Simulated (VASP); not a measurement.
A run of VASP 6.6.1:

Contents of INCAR:

```
SYSTEM = MgS
ALGO = Normal ; EDIFF = 1E-7
ENCUT = 520 ; GGA = PE
ISIF = 2 ; ISMEAR = -1
LASPH = .TRUE. ; LCHARG = .FALSE.
LREAL = .FALSE. ; LWAVE = .FALSE.
NBANDS = 16 ; NELM = 100
PREC = Accurate ; SIGMA = 0.02
```

The input KPOINTS:

```
k-points
0
G
  12 12 4
  0 0 0
```

File POSCAR:

```
MgS
1.0
    3.6454348054      0.0000000000      0.0000000000
   -1.8227174027      3.1570391493      0.0000000000
    0.0000000000      0.0000000000      5.8449061744
Mg S
2 2
Direct
    0.0000000000      0.0000000000      0.0000000000
    0.0000000000      0.0000000000      0.5000000000
    0.3333333333      0.6666666667      0.2500000000
    0.6666666667      0.3333333333      0.7500000000
```

Potentials or basis: VASP PAW PBE potentials, release 64 (Mg, S).

Launch:

```sh
$ cat potpaw_PBE.64/Mg/POTCAR potpaw_PBE.64/S/POTCAR > POTCAR
$ mpirun -np 1 vasp_std > vasp.out
```

Hardware: 1 thread of Intel(R) Xeon(R) 6975P-C (Granite Rapids) (shared host).

Problem. Estimate the wall time of this run.

Solution. Run time: 26 s on 1 thread of Intel(R) Xeon(R) 6975P-C (Granite Rapids) (shared host), peak memory 0.21 GiB. Counts: scf iterations 14, k points 57.
